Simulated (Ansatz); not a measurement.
# AgBr (Fm-3m): thermal expansion from first principles

Aim: the lattice, expansion, heat capacity and bulk modulus of AgBr as it warms.

What experiment has found for this phase:
- volume expansion coefficient 102.3 1e-6/K near room temperature (given in “Descriptors for thermal expansion in solids”, 2017, arXiv:1701.03966)

Calculated with Ansatz 0.2.0; DFT RPBE, scalar-relativistic, plane waves, PAW.

The database entry behind the starting cell differs from later determinations by our own check (about 0.6 % short of the room-temperature cell), so it need not match the best structure at ambient conditions.

## (1) Starting point

It takes space group Fm-3m (No. 225, cubic). Conventional cell: a = 5.740 Å, b = 5.740 Å, c = 5.740 Å, α = 90.00°, β = 90.00°, γ = 90.00°. Nearest to Ag lie 6 Br at 2.87 Å. Nearest to Br lie 6 Ag at 2.87 Å. Farther neighbours and most contacts between anions are not listed.

Structure file:

```cif
data_structure
_symmetry_space_group_name_H-M 'P 1'
_symmetry_Int_Tables_number 1
_cell_length_a 4.0590
_cell_length_b 4.0590
_cell_length_c 4.0590
_cell_angle_alpha 60.000
_cell_angle_beta 60.000
_cell_angle_gamma 60.000
_cell_volume 47.29
loop_
_atom_site_label
_atom_site_type_symbol
_atom_site_fract_x
_atom_site_fract_y
_atom_site_fract_z
_atom_site_occupancy
Ag1 Ag 0.00000 0.00000 0.00000 1
Br2 Br 0.50000 0.50000 0.50000 1
```

## (2) A first coarse run

A cheap single point shows whether the cell is a metal or an insulator and how far it is from rest; that sets the k-mesh and the occupations of what follows.

Input file input.yaml:

```yaml
crystal:
  lattice:
    - [0.0, 2.87015, 2.87015]
    - [2.87015, 0.0, 2.87015]
    - [2.87015, 2.87015, 0.0]
  atoms:
    - { symbol: Ag, position: [0.0, 0.0, 0.0] }
    - { symbol: Br, position: [0.5, 0.5, 0.5] }
kpoints:
  mp_grid: { grid: [6, 6, 6] }
hamiltonian:
  xc: rpbe
scf:
  occupations: { method: gaussian, width: 0.1 }
output:
  forces: true
  stress: true
  eigenvalues: true
```

The run is started by

```
$ ansatz run input.yaml --threads 2 --pin off --max-ram 5120MiB --backend cpu --events-out ev --progress --plain --runs-dir out
```

Numbers of over 12 decimals in the logs are rounded to 6 here.

The log of the run:

```text
Engine: ansatz 0.2.0, x86_64-unknown-linux-gnu
Pseudopotentials: kind: paw
Pseudopotential: Ag, paw, valence charge 19, recommended cutoff 420 eV (normal), Ag.paw.azcp
Pseudopotential: Br, paw, valence charge 7, recommended cutoff 420 eV (normal), Br.paw.azcp
Functional definition: RPBE
  parameter kappa = 0.804
  parameter beta = 0.066725
  exchange = rpbe_x(kappa = kappa, mu = beta*pi^2/3)
  correlation = pbe_c(beta = beta)
Crystal: 2 atoms, lattice volume = 47.287 Å³
Basis set: ecut = 420 eV, 941 PW (Γ), exchange–correlation on 60×60×60 points (8 copies of the dense FFT grid, shifted against one another)
Bands: 17, of which v1, the nominal top of the filled ones, is band 13 counted from 1 (12 counted from 0)
Symmetry: 48 space group operations
Space group: Fm-3m (ITA 225), of the structure as read, at distance tolerance 3.6e-5 Å
k-points: 16 of 216
Non-local potential: Ag, projectors of the file, l = 0: 3, l = 1: 2, l = 2: 2, l = 3: 1
Non-local potential: Br, projectors of the file, l = 0: 2, l = 1: 2, l = 2: 2
PAW form: soft (Blöchl's): semilocal exchange-correlation on the pseudo side does not see the compensation charge
PAW frozen core: Ag, regenerated for the run's functional, and the local potential with it (the file was generated under x = pbe(κ = 0.804, μ = 0.219515), c = pbe(β = 0.066725))
PAW frozen core: Br, regenerated for the run's functional, and the local potential with it (the file was generated under x = pbe(κ = 0.804, μ = 0.219515), c = pbe(β = 0.066725))
PAW one-centre angular grid: Ag, 590 points (default); XC on 64 Gauss nodes
PAW one-centre angular grid: Br, 110 points (default); XC on 64 Gauss nodes
Initial density: superposition of atomic densities (neutral atoms: chi_scale 0, normalization atom), corrected by the library's trained network
Initial wavefunctions: pseudopotential atomic-orbital guess
Functional: x = rpbe, c = pbe(β = 0.066725)
SCF iter   1: F=—  HF=-10388.607007 eV  |F-HF|=—  |Δ(HF+E_count)|=         —  Δρ=3.81e-3  dr2=6.65e-3  ethr=1.77e-3  ⟨swp⟩=5.6  Hψ=1285  notcnv=0
preconditioner: auto → none  [insulator: Δε(μ)=0.873 eV  Ē_g=10.732 eV  σ=0.100 eV  W_gap=1.00  n_scr=14 (ndim 8)  ℏωp=22.9 eV  f_vac=0.022  D(μ)=0.00/eV (n_scr^D=0)  ε∞_Penn≈5.6]
SCF iter   2: F=—  HF=-10388.607707 eV  |F-HF|=—  |Δ(HF+E_count)|=   6.99e-4  Δρ=1.89e-3  dr2=1.17e-3  ethr=2.56e-5  ⟨swp⟩=3.0  Hψ=603  notcnv=0
SCF iter   3: F=—  HF=-10388.607480 eV  |F-HF|=—  |Δ(HF+E_count)|=   2.27e-4  Δρ=7.07e-4  dr2=1.58e-4  ethr=4.50e-6  ⟨swp⟩=2.6  Hψ=448  notcnv=0
SCF iter   4: F=—  HF=-10388.607511 eV  |F-HF|=—  |Δ(HF+E_count)|=   3.14e-5  Δρ=2.26e-4  dr2=2.10e-5  ethr=6.08e-7  ⟨swp⟩=2.2  Hψ=402  notcnv=0
SCF iter   5: F=—  HF=-10388.607530 eV  |F-HF|=—  |Δ(HF+E_count)|=   1.85e-5  Δρ=2.64e-5  dr2=3.28e-7  ethr=8.06e-8  ⟨swp⟩=2.2  Hψ=382  notcnv=0
SCF iter   6: F=-10388.607530 eV  HF=-10388.607530 eV  |F-HF|=5.52e-9  |Δ(HF+E_count)|=   4.15e-7  Δρ=3.48e-6  dr2=4.35e-9  ethr=3.85e-10  ⟨swp⟩=6.9  Hψ=1350  notcnv=0
SCF 1 converged in 6 iterations: F = -10388.607530 eV  dr2 = 4.35e-9
  greatest PAW one-centre occupation: 0.999 electrons in one spin orbital (limit 2), on the Ag atom at site 0 (counted from 0), in its partial waves of l = 1
SCF converged after 6 iterations
Free energy (F): -10388.607530 eV
Harris-Foulkes:  -10388.607530 eV  (|F-HF|=5.52e-9)
Internal energy: -10388.607530 eV  (E = F + TS)
E sigma→0 (E₀):  -10388.607530 eV
Fermi energy:    8.761169 eV
--- Per-component energies (eV) ---
  E_band       = -357.921613
  E_kinetic    = 662.287474
  E_local      = -3326.091273  (includes V_loc(G=0)·N_el)
  E_nonlocal   = 152.531112
  E_hartree    = 1458.518127
  E_xc         = -448.611886
  E_vxc        = -335.916909  (∫ρ·V_xc dr)
  E_paw        = -6165.752775  (= ΣΔE_a)
  E_vpaw       = -427.771288  (= ΣTr[D̂ρ^β])
  E_aug_tail   = 0.000333  (compensation charges beyond the density's cutoff)
  E_ewald      = -2721.318514
  E_core_change = -0.170128  (= ΣΔE_core)
  E_smearing   = -0.000000  (= −TS)
  E_closure    = 0.000000  (closes the sum)
  Σ components = -10388.607530   (vs F -10388.607530, Δ=0.00e0)
--- Forces (eV/Å), atoms counted from 1 ---
  atom   1  Ag    -0.00000000     0.00000000     0.00000000
  atom   2  Br     0.00000000    -0.00000000    -0.00000000
  max |Σ_I F_I| component: 1.15e-30 eV/Å
--- Stress (GPa, compression-positive) ---
        5.139182       0.000000      -0.000000
       -0.000000       5.139182      -0.000000
       -0.000000       0.000000       5.139182
  P = ⅓ Tr σ = 5.1392 GPa (51.392 kbar)
--- Band table (eV; the first three rows and the last of 16) ---
  k-point 0: bands = [... 9 lower, 5.5538, 6.3916, 6.3916, 6.3916, 9.1715, 18.3117, 18.3117, 18.3117]
  k-point 1: bands = [... 9 lower, 5.6261, 6.0237, 7.0993, 7.0993, 10.4512, 16.4923, 17.5665, 17.5665]
  k-point 2: bands = [... 9 lower, 5.7765, 6.1066, 7.9562, 7.9562, 11.9734, 15.1004, 15.8876, 15.8876]
  k-point 15: bands = [... 9 lower, 5.9628, 5.9709, 6.0376, 6.7194, 11.4452, 15.7157, 16.6535, 16.7381]
```

Wall time 3.4 s (2 threads of Intel Xeon Platinum 8488C (Sapphire Rapids), shared host); peak memory 0.33 GiB.

Numbers from this step:

```yaml
pressure: 5.139 GPa
gap_on_the_k_mesh: 0.8446 eV
volume_per_atom: 23.64 Å³
```

The start is under 5.1 GPa at this level and looks like an insulator or semiconductor on this mesh.

## (3) Relaxation

Phonons are second derivatives about a minimum, so cell and atoms are relaxed first, inside the symmetry of the start.

input.yaml, the sections that differ from step 2:

```yaml
kpoints:
  mp_grid: { grid: [8, 8, 8] }
scf:
  occupations: { method: gaussian, width: 0.02 }
relax:
  adjacent_minimum: "off"
  f_tol: 0.005
  max_steps: 80
  cell: { stress_tol: 0.05 }
# crystal, hamiltonian, output: as in step 2
```

The log of the run:

```text
[...]
Crystal: 2 atoms, lattice volume = 47.287 Å³
Basis set: ecut = 420 eV, 941 PW (Γ), exchange–correlation on 60×60×60 points (8 copies of the dense FFT grid, shifted against one another)
Bands: 17, of which v1, the nominal top of the filled ones, is band 13 counted from 1 (12 counted from 0)
Symmetry: 48 space group operations
[...]
k-points: 29 of 512
[...]
SCF iter   1: F=—  HF=-10388.608069 eV  |F-HF|=—  |Δ(HF+E_count)|=         —  Δρ=3.79e-3  dr2=6.54e-3  ethr=1.77e-3  ⟨swp⟩=5.2  Hψ=2457  notcnv=0
[...]
SCF iter   6: F=-10388.608598 eV  HF=-10388.608598 eV  |F-HF|=5.50e-9  |Δ(HF+E_count)|=   3.79e-7  Δρ=3.23e-6  dr2=3.79e-9  ethr=3.85e-10  ⟨swp⟩=6.1  Hψ=2349  notcnv=0
SCF 1 converged in 6 iterations: F = -10388.608598 eV  dr2 = 3.79e-9
[...]
relax step   1: F+E_penalty+E_count = -10388.60859818 eV  Δ(F+E_penalty+E_count) = +0.000e0 eV  max|allowed force component| = 3.971e-29 eV/Å  Δτ_max = 0.0000 Å  P = +5.122 GPa  Ω = 47.287 Å³  (6 SCF iters, dr2 threshold 1.00e-7 eV, accepted)
Crystal: 2 atoms, lattice volume = 54.015 Å³
Basis set: ecut = 420 eV, 1067 PW (Γ), exchange–correlation on 60×60×60 points (8 copies of the dense FFT grid, shifted against one another)
[...]
iter 1 solved again at ethr=4.32e-5 eV; its pass at ethr=3.10e-3 eV (dr2=1.12e-2 eV) is discarded
[...]
SCF iter   6: F=-10388.698743 eV  HF=-10388.698743 eV  |F-HF|=6.02e-8  |Δ(HF+E_count)|=   3.90e-6  Δρ=6.29e-6  dr2=1.63e-8  ethr=7.69e-10  ⟨swp⟩=7.0  Hψ=2489  notcnv=0
SCF 2 converged in 6 iterations: F = -10388.698743 eV  dr2 = 1.63e-8
[...]
relax step   2: F+E_penalty+E_count = -10388.69874295 eV  Δ(F+E_penalty+E_count) = -9.014e-2 eV  max|allowed force component| = 4.109e-30 eV/Å  Δτ_max = 0.0000 Å  P = -0.066 GPa  Ω = 54.015 Å³  energy of the carried Pulay correction = -1.461e-3 eV  (6 SCF iters, dr2 threshold 2.00e-7 eV, accepted)
Crystal: 2 atoms, lattice volume = 53.917 Å³
[...]
SCF iter   4: F=-10388.698787 eV  HF=-10388.698787 eV  |F-HF|=1.75e-9  |Δ(HF+E_count)|=   1.07e-8  Δρ=4.18e-6  dr2=5.18e-9  ethr=4.18e-11  ⟨swp⟩=5.0  Hψ=1807  notcnv=0
SCF 3 converged in 4 iterations: F = -10388.698787 eV  dr2 = 5.18e-9
relax step   3: F+E_penalty+E_count = -10388.69878690 eV  Δ(F+E_penalty+E_count) = -4.396e-5 eV  max|allowed force component| = 4.865e-30 eV/Å  Δτ_max = 0.0000 Å  P = -0.016 GPa  Ω = 53.917 Å³  energy of the carried Pulay correction = -1.442e-3 eV  (4 SCF iters, dr2 threshold 1.09e-8 eV, accepted)
[...]
SCF iter   6: F=-10388.699735 eV  HF=-10388.699735 eV  |F-HF|=4.73e-11  |Δ(HF+E_count)|=   1.14e-8  Δρ=1.37e-7  dr2=9.53e-12  ethr=1.00e-12  ⟨swp⟩=7.0  Hψ=2456  notcnv=0
SCF 4 converged in 6 iterations: F = -10388.699735 eV  dr2 = 9.53e-12
relax step   4: F+E_penalty+E_count = -10388.69973550 eV  Δ(F+E_penalty+E_count) = -9.486e-4 eV  max|allowed force component| = 5.062e-30 eV/Å  Δτ_max = 0.0000 Å  P = -0.036 GPa  Ω = 53.917 Å³  stress off target by 3.60e-2 GPa  SCF on the basis re-selected at this cell (its energy is not comparable with the rows above)  (6 SCF iters)
basis re-selected at this cell: Δ(F+E_penalty+E_count) = -9.486e-4 eV, ΔP = -0.020 GPa vs the last step (what re-selecting the basis moved, of the pressure what is left beyond the Pulay correction that the steps carried, after the strain that the cell walked since its last selection, with what the two solves' SCF thresholds leave and, on support functions, any second-order correction that the steps lacked; it is no m [...]
SCF converged after 6 iterations
Free energy (F): -10388.699735 eV
[...]
Internal energy: -10388.699735 eV  (E = F + TS)
E sigma→0 (E₀):  -10388.699735 eV
Fermi energy:    6.732329 eV
[...]
--- Stress (GPa, compression-positive) ---
       -0.035983       0.000000       0.000000
        0.000000      -0.035983       0.000000
        0.000000      -0.000000      -0.035983
  P = ⅓ Tr σ = -0.0360 GPa (-0.360 kbar)
--- Band table (eV; the first three rows and the last of 29) ---
  k-point 0: bands = [... 9 lower, 3.9794, 4.7905, 4.7905, 4.7905, 7.1926, 16.3114, 16.3114, 16.3114]
  k-point 1: bands = [... 9 lower, 4.0093, 4.4549, 5.1415, 5.1415, 7.9154, 15.0585, 15.8801, 15.8801]
  k-point 2: bands = [... 9 lower, 4.0830, 4.3761, 5.6825, 5.6825, 9.1726, 13.5677, 14.6501, 14.6501]
  k-point 28: bands = [... 9 lower, 4.2644, 4.3918, 4.3918, 5.0962, 9.9828, 13.5308, 14.0711, 14.0711]
--- Relaxed structure (3 steps of the walk, 3 accepted, 1 SCFs on fresh bases) ---
  F+E_penalty+E_count = -10388.69973550 eV   max|allowed force component| = 5.062e-30 eV/Å   (the final SCF, on the basis selected at the relaxed cell)
  cell:  # Å, volume = 53.9171 Å³
    - [0, 2.998464, 2.998464]
    - [2.998464, 0, 2.998464]
    - [2.998464, 2.998464, 0]
  atoms:
    - { symbol: Ag, position: [0, 0, 0] }
    - { symbol: Br, position: [0.5, 0.5, 0.5] }
```

Wall time 11 s (2 threads); peak memory 0.38 GiB.

Relaxation path:

```
step  energy less that of the first step (eV)  largest force component (eV/Å)  pressure (GPa)  volume (Å³)
   1                                   0.0000                          0.0000            5.12        47.29
   2                                  -0.0901                          0.0000           -0.07        54.01
   3                                  -0.0902                          0.0000           -0.02        53.92
  4*                                  -0.0911                          0.0000           -0.04        53.92
```

Relaxation steps marked * repeat the geometry before them on a plane-wave basis chosen anew for their cell, so energy and pressure can jump there.

Forces are held to the 48 operations that the run works with; a distortion that breaks them can't arise in this run.

```
conventional cell, symmetrised  before  after   change
                         a (Å)   5.740  5.997   +4.5 %
                         b (Å)   5.740  5.997   +4.5 %
                         c (Å)   5.740  5.997   +4.5 %
              volume (Å³/atom)   23.64  26.96  +14.0 %
```

The relaxed structure:

```
Ag Br
1.0
     0.00000    2.99846    2.99846
     2.99846    0.00000    2.99846
     2.99846    2.99846    0.00000
Ag Br
1 1
Direct
  0.00000 0.00000 0.00000
  0.50000 0.50000 0.50000
```

This step gave:

```yaml
pressure: -0.03598 GPa
gap_on_the_k_mesh: 0.9215 eV
volume_per_atom: 26.96 Å³
```

The relaxation ends with a pressure of -0.04 GPa.

## (4) A second relaxation

The relaxation is run once more from where the first one ended, as the script does after a large change of volume or of the gap, with mesh and occupations reviewed.

input.yaml, the sections that differ from step 3:

```yaml
crystal:
  lattice:
    - [0.0, 2.998464328, 2.998464328]
    - [2.998464328, 0.0, 2.998464328]
    - [2.998464328, 2.998464328, 0.0]
  atoms:
    - { symbol: Ag, position: [0.0, 0.0, 0.0] }
    - { symbol: Br, position: [0.5, 0.5, 0.5] }
output:
  forces: true
  stress: true
  eigenvalues: true
  write_density: true
  write_potential: true
  elf: true
  volumetric_format: npy
# kpoints, hamiltonian, scf, relax: as in step 3
```

The log of the run:

```text
[...]
Crystal: 2 atoms, lattice volume = 53.917 Å³
Basis set: ecut = 420 eV, 1067 PW (Γ), exchange–correlation on 60×60×60 points (8 copies of the dense FFT grid, shifted against one another)
Bands: 17, of which v1, the nominal top of the filled ones, is band 13 counted from 1 (12 counted from 0)
Symmetry: 48 space group operations
[...]
k-points: 29 of 512
[...]
SCF iter   1: F=—  HF=-10388.700162 eV  |F-HF|=—  |Δ(HF+E_count)|=         —  Δρ=4.09e-3  dr2=9.34e-3  ethr=1.77e-3  ⟨swp⟩=5.1  Hψ=2430  notcnv=0
[...]
SCF iter   6: F=-10388.699735 eV  HF=-10388.699735 eV  |F-HF|=1.83e-8  |Δ(HF+E_count)|=   1.04e-6  Δρ=3.63e-6  dr2=7.03e-9  ethr=3.85e-10  ⟨swp⟩=11.5  Hψ=3845  notcnv=0
SCF 1 converged in 6 iterations: F = -10388.699735 eV  dr2 = 7.03e-9
[...]
relax step   1: F+E_penalty+E_count = -10388.69973549 eV  Δ(F+E_penalty+E_count) = +0.000e0 eV  max|allowed force component| = 1.670e-29 eV/Å  Δτ_max = 0.0000 Å  P = -0.036 GPa  Ω = 53.917 Å³  (6 SCF iters, dr2 threshold 1.00e-7 eV, accepted)
[...]
SCF iter   4: F=-10388.699735 eV  HF=-10388.699735 eV  |F-HF|=2.00e-11  |Δ(HF+E_count)|=  5.46e-12  Δρ=8.61e-8  dr2=3.34e-12  ethr=1.00e-12  ⟨swp⟩=5.5  Hψ=2773  notcnv=0
SCF 2 converged in 4 iterations: F = -10388.699735 eV  dr2 = 3.34e-12
relax step   2: F+E_penalty+E_count = -10388.69973550 eV  Δ(F+E_penalty+E_count) = -5.421e-9 eV  max|allowed force component| = 4.391e-29 eV/Å  Δτ_max = 0.0000 Å  P = -0.036 GPa  Ω = 53.917 Å³  stress off target by 3.60e-2 GPa  SCF on the basis re-selected at this cell (its energy is not comparable with the rows above)  (4 SCF iters)
[...]
SCF converged after 4 iterations
Free energy (F): -10388.699735 eV
[...]
Internal energy: -10388.699735 eV  (E = F + TS)
E sigma→0 (E₀):  -10388.699735 eV
Fermi energy:    6.732324 eV
[...]
--- Stress (GPa, compression-positive) ---
       -0.035974      -0.000000       0.000000
       -0.000000      -0.035974      -0.000000
        0.000000       0.000000      -0.035974
  P = ⅓ Tr σ = -0.0360 GPa (-0.360 kbar)
--- Band table (eV; the first three rows and the last of 29) ---
  k-point 0: bands = [... 9 lower, 3.9794, 4.7905, 4.7905, 4.7905, 7.1926, 16.3114, 16.3114, 16.3114]
  k-point 1: bands = [... 9 lower, 4.0093, 4.4549, 5.1415, 5.1415, 7.9154, 15.0585, 15.8801, 15.8801]
  k-point 2: bands = [... 9 lower, 4.0830, 4.3761, 5.6825, 5.6825, 9.1725, 13.5677, 14.6501, 14.6501]
  k-point 28: bands = [... 9 lower, 4.2644, 4.3918, 4.3918, 5.0962, 9.9828, 13.5308, 14.0711, 14.0711]
--- Relaxed structure (1 steps of the walk, 1 accepted, 1 SCFs on fresh bases) ---
[...]
cell:  # Å, volume = 53.9171 Å³
    - [0.0, 2.998464328, 2.998464328]
    - [2.998464328, 0.0, 2.998464328]
    - [2.998464328, 2.998464328, 0.0]
  atoms:
    - { symbol: Ag, position: [0.0, 0.0, 0.0] }
    - { symbol: Br, position: [0.500000, 0.500000, 0.500000] }
```

Run time: 8.1 s. Hardware: 2 threads; peak memory 0.38 GiB; 3.8 s of CPU time.

Little changed from the start: no atom moved by 0.005 Å and no cell edge by 0.1 %.

This step gave:

```
pressure : -0.03597 GPa
```

ELF in the ac plane of the conventional cell at fractional y = 0.000, with atoms of Ag and Br within 0.2 Å of it. It is the smooth field of the valence electrons, not physical close to the nuclei.

Ten even steps from '0' (0.02) to '9' (0.85), each cell a mean:
```
86412795028941257
65211699789841145
32101479998620112
11000134554200011
54310001111000244
99741012321002689
79961125654114898
15972146875215982
04972147986315970
37972136765214995
99951023442103799
87520001111001467
22100012221100112
11000257776410011
43201599999730124
76312797459941256
97412893017951368
```
Columns run along a (6.0 Å), rows up along c (6.0 Å), edges of the conventional cell, whose origin can differ from the input's. Atoms in or near the plane, at fractional coordinates: Ag at (0.00, 0.00), Ag at (0.50, 0.50), Br at (0.50, 0.00), Br at (0.00, 0.50).

Electrostatic potential energy in the ac plane of the conventional cell at fractional y = 0.000, with atoms of Ag and Br within 0.2 Å of it. With pseudopotentials it is smooth inside the atoms' cores, unlike the true potential.

Ten even steps from '0' (-68 eV) to '9' (11 eV), each cell a mean:
```
45799961003899864
56899985237999976
88999998889999998
99999999999999999
99999999999999999
88999998889999998
35899986567999973
01699975446899830
00699964445899820
03799975456899851
57999987678999986
99999999999999999
99999999999999999
99999999999999999
77999997668999987
55799973015899865
45799950003899854
```
Columns run along a (6.0 Å; values clipped at the 3rd and 97th percentile), rows up along c (6.0 Å), edges of the conventional cell, whose origin can differ from the input's. Atoms in or near the plane, at fractional coordinates: Ag at (0.00, 0.00), Ag at (0.50, 0.50), Br at (0.50, 0.00), Br at (0.00, 0.50).

Valence density in the ac plane of the conventional cell at fractional y = 0.000, with atoms of Ag and Br within 0.2 Å of it. It is the smooth field of the valence electrons, not physical close to the nuclei.

Ten steps, logarithmic in the rise over the least value, from '_' (0 e/Å³) to '@' (19 e/Å³), each cell a mean:
```
@@%%++....::----::--==::....--**@@
##++--..__..::--====--::..__::==**
--::..______..::----::..______::--
....__________........__________..
....__________......__________....
--::..______..::----..______..::::
==--::..__..--++##**==..__..::--==
::----::....++%%@@@@**--....--==--
..----::..::++%%@@@@##--....--==::
--==--......==##%%%%++::....::----
----::..____::==++++--..____..::--
::....________..::....________..::
....__________......____________..
::..________....::::..________....
++==::____..::------::..____..--++
%%##==......--==------::....::++%%
@@%%++::..::----..::==--....--##@@
```
Columns run along a (6.0 Å), rows up along c (6.0 Å), edges of the conventional cell, whose origin can differ from the input's. Atoms in or near the plane, at fractional coordinates: Ag at (0.00, 0.00), Ag at (0.50, 0.50), Br at (0.50, 0.00), Br at (0.00, 0.50).

(Part 1 of 3 ends here.)

[Logs are printed without paths, hosts, clocks, repeated set-up lines and the standing remarks that a program may print on its own settings, such as how far it seeks lower states.]

[Hosts, paths, dates, database ids (printed as entryN), source tags and the programs' standing remarks are cut or masked in the printed files.]

[A step with changed settings may run another functional than the one named; its input shows which.]
